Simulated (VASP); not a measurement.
Write the native input for VASP 6.6.1 that does the following.

```
Task                               : single point
Functional                         : HSE(alpha, omega)
Potentials or basis                : VASP PAW PBE potentials, release 64 (S, Mg)
Cutoff                             : 520 eV
k mesh                             : 4 × 4 × 2
Occupations                        : fermi-dirac, width 0.05 eV
Spin                               : no spin polarisation
Screening parameter                : 0.15
Grid for exact exchange (PRECFOCK) : Fast
Further INCAR settings             : ALGO = Normal; EDIFF = 1e-07
```

Crystal: MgS.

```
S Mg
1.0
     4.03462    0.00000    0.00000
    -2.01731    3.49409    0.00000
     0.00000    0.00000    6.43229
S Mg
2 2
Cartesian
  2.0173 1.1647 5.6556
  0.0000 2.3294 2.4394
  0.0000 2.3294 6.4050
  2.0173 1.1647 3.1888
```

The cell comes from a database or a generator and needn't be the stable form of this composition.

The input as run:

POSCAR

```
MgS
1.0
    4.0346224068      0.0000000000      0.0000000000
   -2.0173112034      3.4940854990      0.0000000000
    0.0000000000      0.0000000000      6.4322941800
S Mg
2 2
Direct
    0.6666666667      0.3333333333      0.8792441500
    0.3333333333      0.6666666667      0.3792441500
    0.3333333333      0.6666666667      0.9957548500
    0.6666666667      0.3333333333      0.4957548500
```

INCAR.step1

```
ALGO = Normal
EDIFF = 1E-5
ENCUT = 520
GGA = PE
ISIF = 2
ISMEAR = -1
LASPH = True
LCHARG = False
LREAL = False
LWAVE = True
NELM = 80
PREC = Accurate
SIGMA = 0.05
```

INCAR.step2

```
AEXX = 0.25
ALGO = Normal
EDIFF = 1E-7
ENCUT = 520
GGA = PE
HFSCREEN = 0.15
ISIF = 2
ISMEAR = -1
ISTART = 1
LASPH = True
LCHARG = False
LHFCALC = True
LREAL = False
LWAVE = False
NELM = 80
PREC = Accurate
PRECFOCK = Fast
SIGMA = 0.05
```

KPOINTS

```
k-points
0
Gamma
  4 4 2
```

Potentials or basis: VASP PAW PBE potentials, release 64 (S, Mg).

Command:

```console
$ cat potpaw_PBE.64/S/POTCAR potpaw_PBE.64/Mg/POTCAR > POTCAR
$ cp INCAR.step1 INCAR
$ mpirun -np 1 vasp_std > vasp.out
$ cp INCAR.step2 INCAR
$ mpirun -np 1 vasp_std > vasp.out
```

It gave:

The pressure is -0.2 GPa, the largest force is 0.052 eV/Å and the band gap on the k mesh is 4.65 eV, direct.

Caveat: the k mesh is coarse (spacing up to 0.49 Å⁻¹), so the values aren't converged, least of all with exact exchange; the PAW data sets were made with another functional, which shifts forces and pressure a little.

Wall time 3 min on 1 thread of Intel(R) Xeon(R) Platinum 8488C (Sapphire Rapids), with other jobs on the host, peak memory 0.29 GiB.
